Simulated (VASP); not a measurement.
Wanted: the native input for a VASP 6.6.1 run.

```
Task                   : single point
Functional             : PBE
Potentials or basis    : VASP PAW PBE potentials, release 64 (Nb_sv)
Cutoff                 : 520 eV
k mesh                 : 8 × 8 × 8
Occupations            : gaussian, width 0.05 eV
Spin                   : no spin polarisation
Dipole correction      : no
Further INCAR settings : ALGO = Fast; EDIFF = 1e-06; NBANDS = 12
```

The structure of Nb lies in POSCAR:

```
Nb
1.0
    0.0000000000      2.1075906971      2.1075906971
    2.1075906971      0.0000000000      2.1075906971
    2.1075906971      2.1075906971      0.0000000000
Nb
1
Direct
    0.0000000000      0.0000000000      0.0000000000
```

The cell was built by a generator and needn't be a form met in nature.

One way to write it, as run:

INCAR

```
PREC = Accurate
ENCUT = 520
EDIFF = 1E-6
ISMEAR = 0
SIGMA = 0.05
LREAL = False
LASPH = True
NELM = 100
ALGO = Fast
ISIF = 2
LWAVE = False
LCHARG = True
GGA = PE
LELF = True
LVHAR = True
NBANDS = 12
```

KPOINTS

```
Automatic mesh
0
Gamma
  8 8 8
```

Potentials or basis: VASP PAW PBE potentials, release 64 (Nb_sv).

Launch:

```bash
$ cat potpaw_PBE.64/Nb_sv/POTCAR > POTCAR
$ mpirun -np 1 vasp_std > vasp.out
```

Results of the run:

The pressure is -0.3 GPa and the band gap on the k mesh is none (metal or under the smearing width).

It took 6.3 s on 1 thread of Intel(R) Xeon(R) Platinum 8559C (Emerald Rapids), on a shared host, peak memory 0.13 GiB.
